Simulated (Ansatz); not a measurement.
# Cu2H3: the cost of one run

Program: Ansatz 0.2.0. Level of theory: DFT PBE, scalar-relativistic, plane waves, PAW. These are calculated values, not measurements.

### 1 The system as given

Symmetry: R-3m, No. 166, trigonal system. Conventional cell: a = 2.807 Å, b = 2.807 Å, c = 19.517 Å, α = 90.00°, β = 90.00°, γ = 120.00°. Around Cu (site symmetry 3m) lie 6 H at 1.97 to 2.08 Å. H (site symmetry -3m) has 6 Cu at 2.08 Å as nearest neighbours. H (site symmetry 3m) is surrounded by 3 Cu at 1.97 Å.

As a file:

```
Cu H
1.0
     1.40345    0.81028    6.50568
    -1.40345    0.81028    6.50568
     0.00000   -1.62056    6.50568
Cu H
2 3
Direct
  0.40000 0.40000 0.40000
  0.60000 0.60000 0.60000
  0.00000 0.00000 0.00000
  0.20950 0.20950 0.20950
  0.79050 0.79050 0.79050
```

(A quick probe on a coarse mesh, which set the mesh and smearing, is not shown.)

### 3 Rough relaxation on the coarse mesh

input.yaml

```yaml
crystal:
  lattice:
    - [1.4034455178, 0.8102796475, 6.5056818805]
    - [-1.4034455178, 0.8102796475, 6.5056818805]
    - [0.0, -1.6205592949, 6.5056818805]
  atoms:
    - { symbol: Cu, position: [0.4, 0.4, 0.4] }
    - { symbol: Cu, position: [0.6, 0.6, 0.6] }
    - { symbol: H, position: [0.0, 0.0, 0.0] }
    - { symbol: H, position: [0.2095, 0.2095, 0.2095] }
    - { symbol: H, position: [0.7905, 0.7905, 0.7905] }
basis:
  ecutwfc: 420
kpoints:
  mp_grid: { grid: [6, 6, 6] }
hamiltonian:
  xc: pbe
scf:
  occupations: { method: gaussian, width: 0.1 }
  lower_state_search: "off"
output:
  forces: true
  stress: true
  eigenvalues: true
relax:
  adjacent_minimum: "off"
  f_tol: 0.04
  max_steps: 70
  cell: { stress_tol: 0.4 }
```

Command:

```sh
$ ansatz run input.yaml --threads 1 --pin off --max-ram 2560MiB --backend cpu --events-out ev --progress --plain --runs-dir out
```

What time and memory should one allow on 1 thread of Intel Xeon 6975P-C (Granite Rapids), shared host?

About 13 s, with a peak of 0.37 GiB.
